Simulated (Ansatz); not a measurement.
# Hg: two-dimensional strain map

Theory: Ansatz 0.2.0, DFT PBE, scalar-relativistic, plane waves, PAW. Settings: plane waves to 420 eV, k-mesh 18×18×18 (Γ-centred), Gaussian smearing 0.15 eV. Spin–orbit coupling is left out, which can shift energies with elements as heavy as these. No spin polarisation. Energies are free energies at this smearing, counted from the undisturbed cell; pressure is positive in compression.

The undisturbed cell (as given, not relaxed at this level; it stands at 6.1 GPa):

```yaml
crystal:
  lattice:
    - [1.73000, 0.99882, 2.23400]
    - [-1.73000, 0.99882, 2.23400]
    - [0.00000, -1.99763, 2.23400]
  atoms:
    - { symbol: Hg, position: [0.00000, 0.00000, 0.00000] }
```

The cell is strained by p along both x and y and by q along z, fractional coordinates fixed. Points are written (p, q).

Energy above the undisturbed cell in meV/atom (a dash: not computed):

| p \ q | -0.080 | -0.040 | 0.000 | 0.040 | 0.080 |
| --- | --- | --- | --- | --- | --- |
| -0.080 | 578.7 | 386.1 | 251.0 | 161.2 | 98.1 |
| -0.040 | 306.4 | – | – | – | – |
| 0.000 | 132.6 | – | 0.0 | – | -42.9 |
| 0.080 | -37.0 | – | -71.4 | – | -68.9 |

Pressure in GPa:

| p \ q | -0.080 | -0.040 | 0.000 | 0.040 | 0.080 |
| --- | --- | --- | --- | --- | --- |
| -0.080 | 38.4 | 28.2 | 20.5 | 14.9 | 11.2 |
| -0.040 | 23.8 | – | – | – | – |
| 0.000 | 14.4 | – | 6.1 | – | 2.3 |
| 0.080 | 4.2 | – | 0.9 | – | -0.2 |